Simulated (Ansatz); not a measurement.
We consider cubic perovskite LaAlO₃ (cubic high-temperature phase), described by BLYP (Ansatz, a quantum-chemistry and plane-wave program, plane waves, PAW).

Numerical settings: plane-wave cutoff 520 eV, 10×10×10 k mesh, Fermi–Dirac smearing 0.01 eV, scalar-relativistic PAW data made under PBE.

Pressure at four volumes; x = ln(V/11.410 Å³). One pressure is withheld.

```tsv
V (Å³/atom)	x	P (GPa)
10.726	-0.0618	?
10.954	-0.0408	8.13
11.410	0.0000	0.01
12.095	0.0583	-9.39
```

Task: Pass a parabola P(x) through the three rows shown, estimate the bulk modulus and its pressure derivative near zero pressure, and predict the withheld pressure.

Result: Slopes between the rows: (0.01 − (8.13))/(0.0000 − (-0.0408)) = -199.02 and (-9.39 − (0.01))/(0.0583 − (0.0000)) = -161.23 GPa. Their difference over the span 0.0991 is c = 37.79/0.0991 = 381.3 GPa, so P(x) = 8.13 + (-199.02)(x − (-0.0408)) + 381.3 (x − (-0.0408))(x − (0.0000)). At the middle row B = −dP/dx = −[-199.02 + 381.3 × 0.0408] = 183.5 GPa, and B′ = dB/dP = 2c/B = 4.2. At x = -0.0618 the parabola gives 12.80 GPa; the run gives 12.88 GPa. The Birch–Murnaghan fit to the energies at all volumes has B0 = 182 GPa and B′ = 4.2.

Measured, for comparison: bulk modulus 215 ± 4 GPa (room temperature, not corrected to a static lattice, cubic phase above 14 GPa, extrapolated to zero pressure; as tabulated in Guennou et al. (2011), arXiv:1105.1276). Computed (rounded) less measured: bulk modulus -15 %.

Note: the relaxation could not lower the start's symmetry, so the cell can be a saddle point above a distorted one.

Spin–orbit coupling is not included.
